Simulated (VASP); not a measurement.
A run of VASP 6.6.1:

The input INCAR:

```
PREC     = Accurate       # precision mode
ENCUT    = 500            # plane-wave cutoff, eV
EDIFF    = 1E-7           # SCF threshold, eV
ISMEAR   = 0              # smearing method
SIGMA    = 0.02           # smearing width, eV
LREAL    = F              # projectors in reciprocal space
LASPH    = T              # aspherical terms in the spheres
NELM     = 100            # most SCF steps
ALGO     = Normal         # electronic algorithm
ISIF     = 2              # what is computed and relaxed
LWAVE    = F              # write WAVECAR
LCHARG   = F              # write CHGCAR
GGA      = PE             # functional
```

KPOINTS

```
regular mesh
0
Gamma
  5 5 3
```

File POSCAR:

```
GaN
1.0
    3.1800000000      0.0000000000      0.0000000000
   -1.5900000000      2.7539607840      0.0000000000
    0.0000000000      0.0000000000      5.1660000000
Ga N
2 2
Direct
    0.6666666667      0.3333333333      0.5000000000
    0.3333333333      0.6666666667      0.0000000000
    0.6666666667      0.3333333333      0.8750000000
    0.3333333333      0.6666666667      0.3750000000
```

Potentials or basis: VASP PAW PBE potentials, release 64 (Ga_d_GW, N_GW).

Launch:

```sh
$ cat potpaw_PBE.64/Ga_d_GW/POTCAR potpaw_PBE.64/N_GW/POTCAR > POTCAR
$ mpirun -np 1 vasp_std > vasp.out
```

Hardware: 1 thread of Intel(R) Xeon(R) 6975P-C (Granite Rapids) (shared host).

Q: How long does it take, and how much memory?

A: Wall time 6.9 s on 1 thread of Intel(R) Xeon(R) 6975P-C (Granite Rapids), with other jobs on the host, peak memory 0.15 GiB. Counts: scf iterations 15, k points 10.
